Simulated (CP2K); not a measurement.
Slab: WS2, a slab with vacuum.

```
W S
1.0
     3.18295    0.00000    0.00000
    -1.59148    2.75652    0.00000
     0.00000    0.00000   28.53222
W S
3 6
Direct
  0.66667 0.33333 0.43436
  0.66667 0.33333 0.88553
  0.00000 0.00000 0.65929
  0.66667 0.33333 0.60463
  0.00000 0.00000 0.37971
  0.00000 0.00000 0.83085
  0.66667 0.33333 0.71395
  0.00000 0.00000 0.48903
  0.00000 0.00000 0.94019
```

Program: CP2K 2026.2. Alike in all runs: task band structure; no spin polarisation; cell as given; k mesh 10 × 10 × 1.

Problem. Order these runs on this cell by their band gap on the k mesh, lowest first.
A. level r2SCAN; potentials or basis POTENTIAL_UZH W GTH-SCAN-q14, S GTH-SCAN-q6; TZVP-MOLOPT-SCAN-GTH basis; smearing fermi-dirac 0.05 eV; EPS_DEFAULT 1.0E-10; NGRIDS 5; points a segment of the path (NPOINTS) 10; bands added on the path 2; CUTOFF of the grids 675 Ry
B. level LDA; potentials or basis GTH_POTENTIALS W GTH-PADE-q14, S GTH-PADE-q6; TZVP-MOLOPT-PBE-GTH basis; smearing fermi-dirac 0.01 eV; EPS_DEFAULT 1.0E-9; NGRIDS 4; points a segment of the path (NPOINTS) 6; bands added on the path 4; CUTOFF of the grids 450 Ry
C. level PBEsol; potentials or basis POTENTIAL_UZH W GTH-PBE-q14, S GTH-PBE-q6; TZVP-MOLOPT-PBE-GTH basis; smearing fermi-dirac 0.0259 eV; EPS_DEFAULT 1.0E-9; NGRIDS 4; points a segment of the path (NPOINTS) 8; bands added on the path 6; CUTOFF of the grids 450 Ry

Solution. B (1.25 eV), C (1.43 eV), A (1.60 eV).

Caveats: spin-orbit coupling is left out, which moves the levels of the heavy elements; the basis of atomic orbitals isn't converged, which shifts pressures, moduli and gaps; meta-GGAs are noisy in the vacuum on a uniform grid, which can shift empty levels and the work function (some runs).

A k mesh can miss the band edges.
